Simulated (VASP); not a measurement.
Si (a cell with a defect): single point with PBE

Crystal: Si (a cell with a defect).

```xyz
17
Lattice="0.0000 5.4300 5.4300 5.4300 0.0000 5.4300 5.4300 5.4300 0.0000" Properties=species:S:1:pos:R:3 pbc="T T T"
Si   -0.1544    0.1054   -0.1021
Si    1.2951    1.4065    1.4216
Si    2.6592    2.7060    0.0568
Si    4.0148    4.1413    1.2910
Si    2.8186    0.1050    2.8712
Si    4.3231    1.6089    3.8236
Si    5.7115    2.9985    2.4340
Si    6.8546    4.1408    4.1311
Si   -0.1375    2.5793    2.8543
Si    1.2957    4.0120    4.0259
Si    2.6590    5.3762    2.7255
Si    3.9359    6.6519    4.2101
Si    2.8199    2.5623    5.3270
Si    4.1206    4.0119    6.8511
Si    5.4206    5.3761    5.4870
Si    6.8554    6.7327    6.7207
Si    1.8808    4.5968    6.2656
```

The cell was built by a generator and needn't be a form met in nature.

```
Program                : VASP 6.6.1
Task                   : single point
Functional             : PBE
Potentials or basis    : VASP PAW PBE potentials, release 64 (Si)
Cutoff                 : 520 eV
k mesh                 : 2 × 2 × 2
Occupations            : gaussian, width 0.02 eV
Spin                   : no spin polarisation
Dipole correction      : no
Further INCAR settings : LREAL = Auto; ALGO = Fast; EDIFF = 1e-07; NBANDS = 48
```

```yaml
Pressure: 4.6 GPa
Largest_force: 0.054 eV/Å
Band_gap_on_the_k_mesh: 0.07 eV, indirect (least direct gap 0.46 eV)
```

Forces in eV/Å, atoms in the order of the input:
```
Si  -0.013  0.010 -0.014
Si   0.004  0.005 -0.003
Si   0.007 -0.020 -0.007
Si   0.012  0.002 -0.002
Si   0.013  0.012  0.012
Si  -0.031 -0.033  0.028
Si   0.008  0.007 -0.006
Si   0.003  0.003 -0.011
Si   0.013  0.012 -0.015
Si   0.000  0.002 -0.003
Si   0.010  0.008  0.021
Si  -0.011 -0.010  0.012
Si   0.009 -0.011 -0.011
Si   0.004  0.003  0.000
Si  -0.020  0.007 -0.009
Si  -0.001  0.009  0.000
Si  -0.008 -0.006  0.009
```

Stress tensor (GPa, compression positive):
```
 4.56 -0.28  0.28
-0.28  4.56  0.28
 0.28  0.28  4.56
```

Levels at points of the mesh, in eV from the valence-band top:
| k point | band 32 | band 33 | band 34 | band 35 | band 36 | band 37 |
| --- | --- | --- | --- | --- | --- | --- |
| (0.00, 0.00, 0.00) | -0.60 | -0.60 | -0.39 | 0.07 | 0.07 | 0.38 |
| (0.50, 0.00, 0.00) | -1.26 | -0.76 | -0.14 | 0.33 | 0.76 | 1.03 |
| (0.00, 0.50, 0.00) | -1.26 | -0.76 | -0.14 | 0.34 | 0.76 | 1.03 |
| (0.00, 0.00, 0.50) | -1.18 | -1.18 | -0.08 | 0.50 | 0.50 | 1.32 |
| (0.50, 0.50, 0.50) | -1.26 | -0.76 | -0.14 | 0.34 | 0.76 | 1.03 |
| (0.50, 0.50, 0.00) | -1.62 | -0.53 | 0.00 | 0.54 | 1.47 | 1.59 |
| (0.00, 0.50, 0.50) | -1.62 | -0.53 | 0.00 | 0.54 | 1.48 | 1.59 |
| (0.50, 0.00, 0.50) | -1.62 | -0.52 | 0.00 | 0.54 | 1.48 | 1.59 |

Run time: 2.7 min on 1 thread of AMD EPYC 9R45 96-Core Processor (Zen 5) (shared host), peak memory 0.45 GiB.

Caveat: the k mesh is coarse (spacing up to 0.50 Å⁻¹), so the values aren't converged. As with any semilocal functional, this PBE gap is likely too small.
